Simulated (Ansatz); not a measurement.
Hf, space group Im-3m, a relaxation followed by a look at the electronic structure

Computed with Ansatz 0.2.0, Python API.

At the Python prompt:
```pycon
>>> import ansatz as az
>>> import numpy as np
>>> from pymatgen.core import Lattice, Structure
>>> from pymatgen.io.ase import AseAtomsAdaptor
>>> def count_gap(report):
...     # lowest empty less highest filled band, counting bands; zero where they overlap
...     return max(report.get("gap_by_band_count_ev") or 0.0, 0.0)
...
>>> def with_settings(crystal, spacing):
...     return (
...         crystal.calculation()
...         .basis(470)
...         .occupations("Fermi-Dirac", width=0.05)
...         .functional("PBE")
...         .kpoints(spacing=spacing)
...     )
...
>>> pmg_structure = Structure(
...     Lattice([[-1.805, 1.805, 1.805], [1.805, -1.805, 1.805], [1.805, 1.805, -1.805]]),
...     ["Hf"],
...     [
...         [0.0, 0.0, 0.0],
...     ],
... )
>>> system = az.Crystal.from_ase(AseAtomsAdaptor.get_atoms(pmg_structure))
>>> [site.symbol for site in system.resolved().sites]
['Hf']
>>> relaxed = with_settings(system, 0.3).relax(cell=True, force_tolerance=0.01, max_steps=40).checkpoint(write="relax.run", compress=False).run()

>>> cell = np.asarray(relaxed.lattice.cell_ang)
>>> print("relaxed edges (A):", np.linalg.norm(cell, axis=1).round(4), " volume:", round(abs(np.linalg.det(cell)), 3), "A^3")
relaxed edges (A): [3.0721 3.0721 3.0721]  volume: 22.32 A^3
>>> for site in relaxed.lattice.sites:
...     print(" ", site.symbol, np.round(site.position_frac, 4) + 0.0)
...
  Hf [0. 0. 0.]
>>> final = az.Crystal.from_checkpoint("relax.run")
DeckWarning: crystal.checkpoint: the structure is that of relax.run, a `relax` run, at its step 4: its result, under pbe at a charge of 0 e; 1 atoms read, 0 with a starting moment [...]
>>> done = with_settings(final, 0.22).functional("r2scan").stress().band_table().density_of_states(energy_step=0.05).run()
DeckWarning: basis.ecutwfc = 470 eV is below the records' recommended 500 eV, and the density's cutoff is lower with it unless basis.ecutrho_ratio is high enough to keep the records' density cutoff: compare with a run at a higher cutoff
>>> r = done.report
>>> sorted(key for key in r if key.endswith("_ev"))
['eigenvalues_ev', 'energy_sigma0_ev', 'entropy_ts_ev', 'fermi_energy_ev', 'free_energy_ev', 'gap_by_band_count_ev', 'harris_foulkes_ev', 'internal_energy_ev', 'lagrangian_above_aufbau_ev', 'lagrangian_ev', 'lagrangian_sigma0_ev', 'loop_eigenvalues_ev', 'loop_fermi_energy_ev', 'occupations_fermi_energy_ev', 'residual_norms_ev']
>>> r["mixing_algorithm"], r["preconditioner"], r["eigensolver"]
('MSR1', 'Kerker', 'band_cg')
>>> [(site.symbol, site.position_frac.round(4).tolist()) for site in done.lattice.sites]
[(<Element.HF: 'Hf'>, [0.0, 0.0, 0.0])]
>>> dos = done.density_of_states()
>>> print(f"pressure at the relaxed cell {np.trace(r['stress_gpa']) / 3:.3f} GPa, gap by band count {count_gap(r):.3f} eV")
pressure at the relaxed cell -0.698 GPa, gap by band count 0.000 eV
>>> if count_gap(r) == 0:
...     print("states/eV at the Fermi level:", round(float(np.interp(dos.fermi_ev, dos.energies_ev, dos.spin_summed_g_bin_mean_per_ev)), 3))
...
states/eV at the Fermi level: 1.652
```

The cutoff lies under the one recommended for these potentials in some of the runs. Under the recommended cutoff a pressure can be off by several GPa, even in sign. The mesh is modest for a metal, so energies can be off by several to tens of meV an atom and pressures by half a GPa or more; differences at equal mesh fare better. Only differences from the Fermi energy are physical; the zero of the scale is a convention. A gap by band count of zero or less means overlapping bands, a metal. This isn't the structure that Hf takes at ambient conditions. Gaps and levels are Kohn-Sham values on a finite set of k-points, without spin-orbit coupling. Warnings are shown shortened and without file and line. Where the second run takes another functional or mesh than the relaxation, its pressure isn't zero; pressure is positive in compression. The computed bands are complete only to about 4.3 eV above the Fermi level; beyond that the density of states is undercounted. Timing: 10 s on 1 thread of Arm Neoverse V1, with other jobs on the host, peak memory 0.51 GiB.

(Lines on the test bed's own set-up are left out of the output.)
